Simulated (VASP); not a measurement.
# BaTiO3 (Pm-3m) in VASP: Born charges and dielectric tensor with LDA

Aim: the Born charges and dielectric tensor of BaTiO3 with LDA.

All numbers are computed with VASP 6.6.1; they aren't measurements. Logs are shortened: lines on timing, memory, paths and dates and some standing lists are left out, and cuts for length are marked.

## Step 1: The crystal as given

Symmetry: Pm-3m, No. 221, cubic system. Conventional cell: a = 3.950 Å, b = 3.950 Å, c = 3.950 Å, α = 90.00°, β = 90.00°, γ = 90.00°. Around Ba (site symmetry m-3m) lie 12 O at 2.79 Å. Ti (site symmetry m-3m) is surrounded by 6 O at 1.97 Å. Around O (site symmetry 4/mmm) lie 2 Ti at 1.97 Å.

## Step 2: Born charges and dielectric tensor, LDA

INCAR

```
SYSTEM = BaTiO3
ALGO = Normal ; EDIFF = 1E-8
ENCUT = 600 ; GGA = CA
IBRION = 8 ; ISIF = 2
ISMEAR = 0 ; LASPH = .True.
LCHARG = .False. ; LEPSILON = .True.
LREAL = .False. ; LWAVE = .False.
NELM = 60 ; NSW = 1
PREC = Accurate ; SIGMA = 0.02
```

KPOINTS

```
k-points
0
Gamma
  10 10 10
  0 0 0
```

POSCAR

```
BaTiO3
1.0
    3.9496200000      0.0000000000      0.0000000000
    0.0000000000      3.9496200000      0.0000000000
    0.0000000000      0.0000000000      3.9496200000
Ba Ti O
1 1 3
Direct
    0.0000000000      0.0000000000      0.0000000000
    0.5000000000      0.5000000000      0.5000000000
    0.5000000000      0.5000000000      0.0000000000
    0.0000000000      0.5000000000      0.5000000000
    0.5000000000      0.0000000000      0.5000000000
```

Potentials or basis: VASP PAW LDA potentials, release 64 (Ba_sv, Ti_sv, O).

Run with:

```bash
$ cat potpaw_LDA.64/Ba_sv/POTCAR potpaw_LDA.64/Ti_sv/POTCAR potpaw_LDA.64/O/POTCAR > POTCAR
$ mpirun -np 1 vasp_std > vasp.out
```

OUTCAR:

```text
SYSTEM = BaTiO3
   EDIFF = 1E-8
   ENCUT = 600
   GGA = CA
   IBRION = 8
   ISIF = 2
   ISMEAR = 0
   LASPH = .True.
   LEPSILON = .True.
   LREAL = .False.
   NELM = 60
   NSW = 1
   PREC = Accurate

 ion  position               nearest neighbor table
   1  0.000  0.000  0.000-   3 2.79   4 2.79   5 2.79   4 2.79   5 2.79   3 2.79   4 2.79   4 2.79
                             3 2.79   5 2.79   5 2.79   3 2.79   2 3.42   2 3.42   2 3.42   2 3.42
   2  0.500  0.500  0.500-   3 1.97   4 1.97   5 1.97   3 1.97   5 1.97   4 1.97   1 3.42   1 3.42
                             1 3.42   1 3.42   1 3.42   1 3.42   1 3.42   1 3.42
   3  0.500  0.500  0.000-   2 1.97   2 1.97   1 2.79   1 2.79   1 2.79   1 2.79
   4  0.000  0.500  0.500-   2 1.97   2 1.97   1 2.79   1 2.79   1 2.79   1 2.79
   5  0.500  0.000  0.500-   2 1.97   2 1.97   1 2.79   1 2.79   1 2.79   1 2.79

  LATTYP: Found a simple cubic cell.
 ALAT       =     3.9496200000

  Lattice vectors:

 A1 = (   3.9496200000,   0.0000000000,   0.0000000000)
 A2 = (   0.0000000000,   3.9496200000,   0.0000000000)
 A3 = (   0.0000000000,   0.0000000000,   3.9496200000)

Analysis of symmetry for initial positions (statically):
=====================================================================
 Subroutine PRICEL returns:
 Original cell was already a primitive cell.

 Routine SETGRP: Setting up the symmetry group for a
 simple cubic supercell.

 Subroutine GETGRP returns: Found 48 space group operations
 (whereof 48 operations were pure point group operations)
 out of a pool of 48 trial point group operations.

The static configuration has the point symmetry O_h .

Analysis of symmetry for dynamics (positions and initial velocities):
=====================================================================
 Subroutine PRICEL returns:
 Original cell was already a primitive cell.

 Routine SETGRP: Setting up the symmetry group for a
 simple cubic supercell.

 Subroutine GETGRP returns: Found 48 space group operations
 (whereof 48 operations were pure point group operations)
 out of a pool of 48 trial point group operations.

The dynamic configuration has the point symmetry O_h .

 Subroutine INISYM returns: Found 48 space group operations
 (whereof 48 operations are pure point group operations),
 and found     1 'primitive' translations

----------------------------------------------------------------------------------------

                                     Primitive cell

  volume of cell :      61.6121

  direct lattice vectors                    reciprocal lattice vectors
     3.949620000  0.000000000  0.000000000     0.253188914  0.000000000  0.000000000
     0.000000000  3.949620000  0.000000000     0.000000000  0.253188914  0.000000000
     0.000000000  0.000000000  3.949620000     0.000000000  0.000000000  0.253188914

  length of vectors
     3.949620000  3.949620000  3.949620000     0.253188914  0.253188914  0.253188914

  position of ions in fractional coordinates (direct lattice)
     0.000000000  0.000000000  0.000000000
     0.500000000  0.500000000  0.500000000
     0.500000000  0.500000000  0.000000000
     0.000000000  0.500000000  0.500000000
     0.500000000  0.000000000  0.500000000

  ion indices of the primitive-cell ions
   primitive index   ion index
                 1           1
                 2           2
                 3           3
                 4           4
                 5           5

----------------------------------------------------------------------------------------

 KPOINTS: k-points

Automatic generation of k-mesh.
[... 826 lines left out ...]
     0.00851  0.00000  0.00000           ( -0.00003  0.00000  0.00000)
     0.00000  0.00851 -0.00000           (  0.00000 -0.00003 -0.00000)
     0.00000 -0.00000 -0.01513           (  0.00000 -0.00000  0.00040)

 PIEZOELECTRIC TENSOR FIELD DIRECTION 3  (C/m^2)
 -----------------------------------------------------------------------------
     0.00221  0.00000  0.00000
     0.00000  0.00221 -0.00000
     0.00000 -0.00000 -0.00394

[... ionic steps 4 to 9 ...]

--------------------------------------- Ionic step       10  -------------------------------------------

------------------------ aborting loop because EDIFF is reached ----------------------------------------

[... ionic steps 11 to 11 ...]

--------------------------------------- Ionic step       12  -------------------------------------------

 Free energy of the ion-electron system (eV)
  ---------------------------------------------------
  ---------------------------------------------------
  free energy    TOTEN  =        -0.36932832 eV

  energy without entropy =       -0.36932832

------------------------ aborting loop because EDIFF is reached ----------------------------------------

 INTERNAL STRAIN TENSOR  FOR ION    3  DIRECTION 3   (eV/Angst):
 -----------------------------------------------------------------------------
    -0.00925  0.00000  0.00000
     0.00000 -0.00925  0.00000
     0.00000 -0.00000  0.02317

 MACROSCOPIC STATIC DIELECTRIC TENSOR (including local field effects in DFT)
 ------------------------------------------------------
           6.782420    -0.000000    -0.000000
          -0.000000     6.782420    -0.000000
           0.000000     0.000000     6.782420
 ------------------------------------------------------

 PIEZOELECTRIC TENSOR (including local field effects)  for field in x, y, z        (e  Angst)
          XX          YY          ZZ          XY          YZ          ZX
  --------------------------------------------------------------------------------
  x     0.00000     0.00000     0.00000     0.00000     0.00000     0.00000
  y     0.00000     0.00000     0.00000     0.00000     0.00000     0.00000
  z     0.00000     0.00000     0.00000     0.00000     0.00000     0.00000

 PIEZOELECTRIC TENSOR (including local field effects)  for field in x, y, z        (C/m^2)
          XX          YY          ZZ          XY          YZ          ZX
  --------------------------------------------------------------------------------
  x     0.00000     0.00000     0.00000     0.00000     0.00000     0.00000
  y     0.00000     0.00000     0.00000     0.00000     0.00000     0.00000
  z     0.00000     0.00000     0.00000     0.00000     0.00000     0.00000

 BORN EFFECTIVE CHARGES (including local field effects) (in |e|, cummulative output)
 ---------------------------------------------------------------------------------
 ion    1
    1     2.75595     0.00000    -0.00000
    2     0.00000     2.75595    -0.00000
    3    -0.00000     0.00000     2.75595
 ion    2
    1     7.39779    -0.00000    -0.00000
    2    -0.00000     7.39779     0.00000
    3     0.00000     0.00000     7.39779
 ion    3
    1    -2.16492    -0.00000     0.00000
    2     0.00000    -2.16492    -0.00000
    3     0.00000     0.00000    -5.82388
 ion    4
    1    -5.82388     0.00000     0.00000
    2     0.00000    -2.16492    -0.00000
    3    -0.00000    -0.00000    -2.16492
 ion    5
    1    -2.16492     0.00000     0.00000
    2     0.00000    -5.82388     0.00000
    3    -0.00000     0.00000    -2.16492

 INTERNAL STRAIN TENSOR FOR ION    5 for displacements in x,y,z  (eV/Angst):
          X           Y           Z          XY          YZ          ZX
  --------------------------------------------------------------------------------
  x     0.00000     0.00000     0.00000     0.00000     0.00000     0.00000
  y     0.00000     0.00000     0.00000     0.00000     0.00000     0.00000
  z     0.00000     0.00000     0.00000     0.00000     0.00000     0.00000

 SECOND DERIVATIVES (NOT SYMMETRIZED)
 ------------------------------------
               1X          1Y          1Z          2X          2Y          2Z          3X          3Y          3Z          4X          4Y          4Z          5X          5Y          5Z
  1X    -7.235605    0.000000   -0.000000    3.787234   -0.000000   -0.000000    1.082360    0.000000   -0.000000    1.283653   -0.000000   -0.000000    1.082360    0.000000    0.000000
  1Y     0.000000   -7.235605   -0.000000   -0.000000    3.787234   -0.000000    0.000000    1.082360   -0.000000    0.000000    1.082360    0.000000   -0.000000    1.283653    0.000000
  1Z     0.000000   -0.000000   -7.235605    0.000000    0.000000    3.787234    0.000000    0.000000    1.283653    0.000000    0.000000    1.082360    0.000000   -0.000000    1.082360
  2X     3.769297    0.000000    0.000000   -0.783443   -0.000000    0.000000    0.452421    0.000000   -0.000000   -3.890695   -0.000000    0.000000    0.452421   -0.000000   -0.000000
  2Y     0.000000    3.769297    0.000000   -0.000000   -0.783443    0.000000   -0.000000    0.452421   -0.000000   -0.000000    0.452421   -0.000000   -0.000000   -3.890695   -0.000000
  2Z     0.000000    0.000000    3.769297    0.000000    0.000000   -0.783443   -0.000000   -0.000000   -3.890695   -0.000000    0.000000    0.452421    0.000000   -0.000000    0.452421
  3X     1.077828    0.000000    0.000000    0.447667    0.000000    0.000000   -5.632495    0.000000    0.000000    4.725588    0.000000    0.000000   -0.618589    0.000000    0.000000
  3Y     0.000000    1.077828    0.000000    0.000000    0.447667    0.000000    0.000000   -5.632495    0.000000    0.000000   -0.618589    0.000000    0.000000    4.725588    0.000000
  3Z    -0.000000   -0.000000    1.279473    0.000000    0.000000   -3.897189   -0.000000   -0.000000   -6.796634   -0.000000    0.000000    4.707175    0.000000   -0.000000    4.707175
  4X     1.279473    0.000000   -0.000000   -3.897189   -0.000000   -0.000000    4.707175    0.000000   -0.000000   -6.796634    0.000000   -0.000000    4.707175   -0.000000    0.000000
  4Y     0.000000    1.077828    0.000000    0.000000    0.447667    0.000000    0.000000   -0.618589    0.000000    0.000000   -5.632495    0.000000    0.000000    4.725588    0.000000
  4Z     0.000000    0.000000    1.077828    0.000000    0.000000    0.447667    0.000000    0.000000    4.725588    0.000000    0.000000   -5.632495    0.000000    0.000000   -0.618589
  5X     1.077828    0.000000    0.000000    0.447667    0.000000    0.000000   -0.618589    0.000000    0.000000    4.725588    0.000000    0.000000   -5.632495    0.000000    0.000000
  5Y     0.000000    1.279473    0.000000   -0.000000   -3.897189    0.000000    0.000000    4.707175    0.000000   -0.000000    4.707175    0.000000    0.000000   -6.796634   -0.000000
  5Z     0.000000    0.000000    1.077828    0.000000    0.000000    0.447667    0.000000    0.000000    4.725588    0.000000    0.000000   -0.618589    0.000000    0.000000   -5.632495

 Eigenvectors and eigenvalues of the dynamical matrix
 ----------------------------------------------------

   1 f  =   14.343893 THz    90.125338 2PiTHz  478.460770 cm-1    59.321548 meV
             X         Y         Z           dx          dy          dz
      0.000000  0.000000  0.000000    -0.000849   -0.004741    0.002832
      1.974810  1.974810  1.974810     0.021634    0.120864   -0.072203
      1.974810  1.974810  0.000000    -0.072536   -0.405244   -0.366757
      0.000000  1.974810  1.974810     0.109890   -0.405244    0.242088
      1.974810  0.000000  1.974810    -0.072536    0.613931    0.242088
[... 105 lines left out ...]
  15 f/i=    4.562098 THz    28.664504 2PiTHz  152.175195 cm-1    18.867311 meV
             X         Y         Z           dx          dy          dz
      0.000000  0.000000  0.000000    -0.000230   -0.000054   -0.009743
      1.974810  1.974810  1.974810    -0.016103   -0.003788   -0.683250
      1.974810  1.974810  0.000000     0.007691    0.001809    0.565246
      0.000000  1.974810  1.974810     0.013322    0.001809    0.326333
      1.974810  0.000000  1.974810     0.007691    0.003134    0.326333

--------------------------------------------------------------------------------------------------------

 MACROSCOPIC STATIC DIELECTRIC TENSOR IONIC CONTRIBUTION
 ------------------------------------------------------
           0.351104    -0.000000    -0.000000
          -0.000000     0.351104     0.000000
          -0.000000     0.000000     0.351104
 ------------------------------------------------------

 ELASTIC MODULI CONTR FROM IONIC RELAXATION (kBar)
 Direction    XX          YY          ZZ          XY          YZ          ZX
 --------------------------------------------------------------------------------
 XX           0.0000      0.0000      0.0000      0.0000      0.0000      0.0000
 YY           0.0000      0.0000      0.0000      0.0000      0.0000      0.0000
 ZZ           0.0000      0.0000      0.0000      0.0000      0.0000      0.0000
 XY           0.0000      0.0000      0.0000      0.0000      0.0000      0.0000
 YZ           0.0000      0.0000      0.0000      0.0000      0.0000      0.0000
 ZX           0.0000      0.0000      0.0000      0.0000      0.0000      0.0000
 --------------------------------------------------------------------------------

 PIEZOELECTRIC TENSOR IONIC CONTR  for field in x, y, z        (C/m^2)
          XX          YY          ZZ          XY          YZ          ZX
  --------------------------------------------------------------------------------
  x     0.00000     0.00000     0.00000     0.00000     0.00000     0.00000
  y     0.00000     0.00000     0.00000     0.00000     0.00000     0.00000
  z     0.00000     0.00000     0.00000     0.00000     0.00000     0.00000
```

Run time: 30 min. Hardware: 1 thread of Intel Xeon 6975P-C (Granite Rapids), shared host; peak memory 0.95 GiB.

Results:

```
Band gap on the k mesh                                  : 1.73 eV, indirect (least direct gap 1.83 eV)
Electronic dielectric tensor (diagonal)                 : 6.78
Born charges (mean of the diagonal)                     : Ba +2.76; Ti +7.40; O -3.38 e
Highest phonon frequency at Γ, LO-TO splitting left out : 478 cm⁻¹
Most unstable mode                                      : 152i cm⁻¹
```

Phonon frequencies in cm⁻¹ (negative: imaginary):
```tsv
q point	frequencies
(0.000, 0.000, 0.000)	-152 -152 -152 0 0 0 186 186 186 292 292 292 478 478 478
```

Electronic dielectric tensor:
```
6.78 0.00 0.00
0.00 6.78 0.00
0.00 0.00 6.78
```

Born effective charge tensors (e):
atom 1, Ba
```
2.76 0.00 0.00
0.00 2.76 0.00
0.00 0.00 2.76
```
atom 2, Ti
```
7.40 0.00 0.00
0.00 7.40 0.00
0.00 0.00 7.40
```
atom 3, O
```
-2.16  0.00  0.00
 0.00 -2.16  0.00
 0.00  0.00 -5.82
```
atom 4, O
```
-5.82  0.00  0.00
 0.00 -2.16  0.00
 0.00  0.00 -2.16
```
atom 5, O
```
-2.16  0.00  0.00
 0.00 -5.82  0.00
 0.00  0.00 -2.16
```

Caveat: some modes are imaginary; spin-orbit coupling is left out, which moves the levels of the heavy elements. As with any semilocal functional, this LDA gap is likely too small.
